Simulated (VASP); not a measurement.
Ir: relaxation of cell and atoms with PBEsol

The system is Ir.

```
Ir
1.0
     0.00000    1.92696    1.92696
     1.92696    0.00000    1.92696
     1.92696    1.92696    0.00000
Ir
1
Direct
  0.00000 0.00000 0.00000
```

```yaml
Program: VASP 6.6.1
Task: relaxation of cell and atoms
Functional: PBEsol
Potentials_or_basis: VASP PAW PBE potentials, release 64 (Ir)
Cutoff: 580 eV
k_mesh: 18 × 18 × 18
Occupations: gaussian, width 0.1 eV
Spin: no spin polarisation
Further_INCAR_settings: ALGO = Normal; EDIFF = 1e-07; IBRION = 2; EDIFFG = -0.005; NSW = 90; ISIF = 3
```

```
Relaxed volume                         : 14.09 Å³/atom
Relaxed cell                           : a = 2.711 Å, b = 2.711 Å, c = 2.711 Å, α = 60.00°, β = 60.00°, γ = 60.00°
Space group after relaxing (to 0.05 Å) : Fm-3m (No. 225)
Energy gained by relaxing              : 4.2 meV/atom
Ionic steps                            : 4
Pressure after relaxing                : 0.0 GPa
Band gap on the k mesh                 : none (metal or under the smearing width)
```

Step by step:
| step | energy change (eV) | largest force (eV/Å) | pressure (GPa) | volume (Å³) |
| --- | --- | --- | --- | --- |
| 1 | 0.0000 | 0.0000 | -5.89 | 14.31 |
| 2 | 0.0646 | 0.0000 | 27.95 | 13.25 |
| 3 | -0.0042 | 0.0000 | -0.16 | 14.09 |
| 4 | -0.0042 | 0.0000 | -0.01 | 14.09 |

Final structure:
```
Ir
1.0
     0.00000    1.91690    1.91690
     1.91690    0.00000    1.91690
     1.91690    1.91690    0.00000
Ir
1
Cartesian
  3.8338 1.9169 1.9169
```

Levels at points of the mesh, in eV from the Fermi level:
```csv
k point,band 1,band 2,band 3,band 4,band 5,band 6,band 7,band 8
"(0.00, 0.00, 0.00)",-11.27,-3.97,-3.97,-3.97,-1.23,-1.23,14.27,19.87
"(0.50, 0.00, 0.00)",-8.22,-4.06,-4.06,-0.87,0.87,0.87,7.23,13.80
"(0.50, 0.50, 0.00)",-8.03,-7.45,0.85,1.45,1.45,1.61,10.48,11.64
```

Wall time 33 s on 1 thread of Intel(R) Xeon(R) Platinum 8488C (Sapphire Rapids) (shared host), peak memory 0.17 GiB.

Caveat: the PAW data sets were made with another functional, which shifts forces and pressure a little. The run has no spin-orbit coupling, so splittings on Ir are missing.
